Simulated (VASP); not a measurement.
Runs of VASP 6.6.1 on CuO (Tenorite). Symmetry: C2/c, No. 15, monoclinic system. Conventional cell: a = 4.684 Å, b = 3.423 Å, c = 5.129 Å, α = 90.00°, β = 99.54°, γ = 90.00°. Cu (site symmetry -1) is surrounded by 4 O at 1.95 to 1.96 Å. O (site symmetry 2) has 4 Cu at 1.95 to 1.96 Å as nearest neighbours. 

```csv
task,level,potentials or basis,cell,k mesh,cutoff (eV),smearing,gap on the mesh (eV),pressure (GPa),largest force (eV/Å)
single point,PBE,"VASP PAW PBE potentials, release 64 (Cu, O)",as given,10 × 10 × 5,520,gaussian 0.022 eV,none,6.3,0.22
band structure,revTPSS,"VASP PAW PBE potentials, release 64 (Cu, O)",as given,10 × 10 × 5,520,fermi-dirac 0.05 eV,-,1.9,(a)
single point,PBE,"VASP PAW PBE potentials, release 64 (Cu, O)",as given,10 × 10 × 5,520,gaussian 0.012 eV,none,6.3,0.22
single point,PBE,"VASP PAW PBE potentials, release 64 (Cu, O)",as given,10 × 10 × 5,520,fermi-dirac 0.05 eV,none,6.4,0.22
single point,PBE,"VASP PAW PBE potentials, release 64 (Cu, O)",as given,10 × 10 × 5,520,gaussian 0.011 eV,none,6.4,0.22
single point,RPBE,"VASP PAW PBE potentials, release 64 (Cu, O)",as given,10 × 10 × 5,500,gaussian 0.1 eV,none,11.8,0.15
```

Alike in all rows: no spin polarisation.

Question: Fill in the values left out.

Answer: (a) 0.12.

Caveats: the run has no spin polarisation, though such a crystal can be magnetic; semilocal functionals often make such compounds metallic where correlation or magnetic order opens a gap, which also shifts bond lengths; the PAW data sets were made with another functional, which shifts forces and pressure a little (some runs).

A k mesh can miss the band edges.

A gap of «none» marks a metal or a gap under the smearing width.

Not every run made on this cell is shown here.
